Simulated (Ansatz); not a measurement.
Molecular dynamics of WC

Input:

```yaml
accuracy: low
crystal:
  lattice:
    - [-2.995367, -5.188128, 0.0]
    - [4.493051, -2.594064, 0.0]
    - [0.0, 0.0, 5.850964]
  atoms:
    - { symbol: W, position: [0.70494389, 0.48572645, 0.02983066] }
    - { symbol: C, position: [0.44206, 0.71705334, 0.31020497] }
    - { symbol: W, position: [0.72645684, 0.49893708, 0.52779241] }
    - { symbol: C, position: [0.41300666, 0.6924713, 0.75453245] }
    - { symbol: W, position: [0.49406918, 0.00141671, 0.03444647] }
    - { symbol: C, position: [0.23567104, 0.14001288, 0.27095641] }
    - { symbol: W, position: [0.45100639, 0.02684932, 0.49857344] }
    - { symbol: C, position: [0.23887168, 0.15659321, 0.75421455] }
    - { symbol: W, position: [0.2321824, 0.46493115, 0.04325474] }
    - { symbol: C, position: [-0.02446186, 0.64356004, 0.29093275] }
    - { symbol: W, position: [0.22023325, 0.5011806, 0.52316534] }
    - { symbol: C, position: [-0.03506141, 0.63999443, 0.80335518] }
    - { symbol: W, position: [-0.00411293, -0.01278834, 0.03262905] }
    - { symbol: C, position: [0.72239935, 0.1540075, 0.23126475] }
    - { symbol: W, position: [-0.00985403, -0.01698471, 0.51601898] }
    - { symbol: C, position: [0.78203611, 0.21018577, 0.75159753] }
basis:
  ecutwfc: 420.0
kpoints:
  mp_grid: { grid: [2, 2, 2] }
hamiltonian:
  xc: pbesol
scf:
  occupations: { method: fermi_dirac, width: 0.24 }
  lower_state_search: "off"
md:
  timestep: 1.5
  n_steps: 190
  ensemble: npt_langevin
  temperature: 1960.0
  initial_velocities: maxwell_boltzmann
  seed: 405353
  friction: 0.005
  pressure: 0.0
  fix_cell: []
```

Launched with:

```bash
$ ansatz run input.yaml --threads 1 --pin off --max-ram 3072MiB --backend cpu --events-out ev --progress --plain --runs-dir out
```

It goes on from the last frame of an earlier run, with new velocities.

Output, in part (step lines):

```
md step     0: t =     0.00 fs  T =  1837.5 K  F+E_penalty+E_count = -84021.67267276 eV  E_kin = 3.800244 eV  conserved = -84018.75124676 eV  P_inst = -15.3562 GPa  V = 181.8520 Å³  selection 1  (7 SCF iters)
md step     1: t =     1.50 fs  T =  1893.0 K  F+E_penalty+E_count = -84021.72339849 eV  E_kin = 3.915087 eV  conserved = -84018.75410062 eV  P_inst = -15.4193 GPa  V = 181.8513 Å³  selection 1  (7 SCF iters)
md step     2: t =     3.00 fs  T =  1926.3 K  F+E_penalty+E_count = -84021.82237980 eV  E_kin = 3.983961 eV  conserved = -84018.75574885 eV  P_inst = -15.6243 GPa  V = 181.8253 Å³  selection 1  (7 SCF iters)
md step     3: t =     4.50 fs  T =  1856.8 K  F+E_penalty+E_count = -84021.94034491 eV  E_kin = 3.840130 eV  conserved = -84018.75709968 eV  P_inst = -15.9581 GPa  V = 181.7662 Å³  selection 1  (7 SCF iters)
md step     4: t =     6.00 fs  T =  1953.0 K  F+E_penalty+E_count = -84022.05328128 eV  E_kin = 4.039014 eV  conserved = -84018.75854405 eV  P_inst = -16.1044 GPa  V = 181.7103 Å³  selection 1  (7 SCF iters)
md step     5: t =     7.50 fs  T =  2001.4 K  F+E_penalty+E_count = -84022.15915013 eV  E_kin = 4.139235 eV  conserved = -84018.75970317 eV  P_inst = -16.3085 GPa  V = 181.6443 Å³  selection 1  (5 SCF iters)
md step     6: t =     9.00 fs  T =  2126.3 K  F+E_penalty+E_count = -84022.25719718 eV  E_kin = 4.397596 eV  conserved = -84018.75856503 eV  P_inst = -16.3773 GPa  V = 181.5585 Å³  selection 1  (5 SCF iters)
md step     7: t =    10.50 fs  T =  2075.5 K  F+E_penalty+E_count = -84022.34206973 eV  E_kin = 4.292413 eV  conserved = -84018.75696321 eV  P_inst = -16.5666 GPa  V = 181.4500 Å³  selection 1  (5 SCF iters)
[... lines left out ...]
```

The steps, from the saved trajectory:

```csv
time (fs),T (K),potential energy less start (eV),conserved less start (meV/atom),P (GPa),volume (Å³)
0.0,1838,0.000,0.00,-15.4,181.9
9.0,2126,-0.585,-0.46,-16.4,181.6
18.0,2605,-1.796,-0.31,-16.2,180.4
27.0,3060,-3.357,-0.79,-13.0,177.8
36.0,2603,-2.285,-0.01,-4.8,174.4
45.0,3200,-3.153,-0.58,-0.9,171.1
54.0,3394,-3.168,-1.01,7.6,168.0
63.0,2166,-0.280,0.02,21.4,165.6
72.0,2059,-0.632,-0.28,22.3,164.5
81.0,2539,-1.307,-0.64,18.1,164.8
90.0,2294,-0.759,0.12,14.9,166.4
99.0,3051,-2.794,-0.72,6.4,169.1
108.0,2603,-2.750,-0.13,-3.0,172.8
117.0,2334,-2.463,0.04,-12.0,176.5
126.0,1944,-2.455,0.15,-16.4,178.7
135.0,2089,-2.670,0.03,-16.1,179.1
144.0,1786,-2.505,0.09,-12.2,177.9
153.0,1767,-2.382,0.23,-7.2,175.8
162.0,2035,-3.168,-0.05,-5.4,173.8
171.0,1939,-3.354,0.10,-2.6,171.8
180.0,2123,-3.445,-0.16,3.1,169.2
189.0,2015,-2.772,0.16,10.2,167.0
198.0,2218,-2.715,-0.24,15.3,165.2
207.0,1981,-2.528,0.17,15.4,164.8
216.0,2192,-3.378,-0.27,13.6,164.8
225.0,1585,-2.837,0.50,13.9,165.1
234.0,2171,-4.235,-0.07,8.8,166.0
243.0,2352,-4.538,-0.11,3.6,167.7
252.0,2124,-3.569,0.41,2.8,169.0
261.0,2068,-3.510,0.04,0.4,170.0
270.0,2035,-2.848,0.30,-0.4,170.8
279.0,1877,-2.680,0.20,-3.7,172.4
```

The run went to its last step. The conserved energy stayed within 1 meV per atom of its start (net change 0.27 meV per atom), so the integration is sound. A run of 0.28 ps of so small a system gives no equilibrium averages. Limits of this set-up: coarse k mesh, low accuracy level. The cell's volume went from 182 to 174 Å³.

Mean squared displacements from the first frame to the last, about the centre of mass, the cell's change included: W 0.06 Å², C 0.13 Å².

Last frame:

```xyz
16
Lattice="-2.9607 -5.1763 -0.1560 4.3354 -2.5272 0.0255 0.1011 0.1175 5.8082" Properties=species:S:1:pos:R:3
W -0.074 -5.044 -0.030
C 1.109 -4.037 1.476
W -0.119 -4.951 2.820
C 1.478 -3.954 4.532
W -1.506 -2.362 0.185
C -0.045 -1.766 1.523
W -1.727 -2.478 2.946
C -0.054 -1.408 4.425
W 1.399 -2.433 0.116
C 2.767 -1.728 1.616
W 1.262 -2.248 2.957
C 2.982 -1.669 4.502
W 0.066 0.140 0.081
C -1.667 -4.182 1.440
W -0.098 -0.008 2.953
C -1.524 -4.174 4.259
```

The run took 10 min on 1 CPU thread of a shared host.
